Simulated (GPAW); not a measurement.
In:

```
In
1.0
    -1.62547    1.62547    2.47370
     1.62547   -1.62547    2.47370
     1.62547    1.62547   -2.47370
In
1
Direct
  0.00000 0.00000 0.00000
```

Base run:

* Program: GPAW 26.7.0
* Functional: LDA
* Potentials or basis: the program's PAW data sets (release 1.2.1) made for this functional
* Cutoff: 600 eV
* Basis: pw
* k mesh: 11 × 11 × 11
* Occupations: gaussian, width 0.05 eV
* Spin: no spin polarisation

Its results: band gap on the k mesh none (metal or under the smearing width); pressure -2.9 GPa.

Q: The run is repeated on the same cell with these changes: functional from LDA to RPBE; occupations from gaussian, width 0.05 eV to gaussian, width 0.02 eV. What comes out?

A: Band gap on the k mesh none (metal or under the smearing width); pressure 3.3 GPa.
